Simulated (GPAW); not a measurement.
Nd:

```
Nd
1.0
    -2.07547    2.07547    2.07547
     2.07547   -2.07547    2.07547
     2.07547    2.07547   -2.07547
Nd
1
Direct
  0.00000 0.00000 0.00000
```

This isn't the form of Nd at room conditions, which is double hcp.

Base run:

```yaml
Program: GPAW 26.7.0
Functional: PBE
Potentials_or_basis: GPAW PAW data sets (gpaw-data 1.2.1)
Cutoff: 800 eV
Basis: pw
k_mesh: 9 × 9 × 9
Occupations: fermi-dirac, width 0.05 eV
Spin: collinear spin, ferromagnetic start
Starting_moments: "[3.0] μB"
Hubbard_terms: Nd f U = 6 eV
```

Its results: band gap on the k mesh none (metal or under the smearing width); pressure 0.2 GPa; net moment 3.78 μB per cell; site moments Nd +3.15 μB.

**Question.** After a change of settings the same cell gave: band gap on the k mesh none (metal or under the smearing width); pressure 0.8 GPa; net moment 4.05 μB per cell; site moments Nd +3.35 μB. Which change was it?
A. hubbard terms from Nd f U = 6 eV to Nd f U = 4 eV
B. hubbard terms from Nd f U = 6 eV to Nd f U = 2 eV
C. hubbard terms from Nd f U = 6 eV to none

**Answer.** B.

Caveats: one-centre terms of the f shell are cut off; the magnetic or orbital state may not be the lowest; spin-orbit coupling is left out, which moves the levels of the heavy elements.
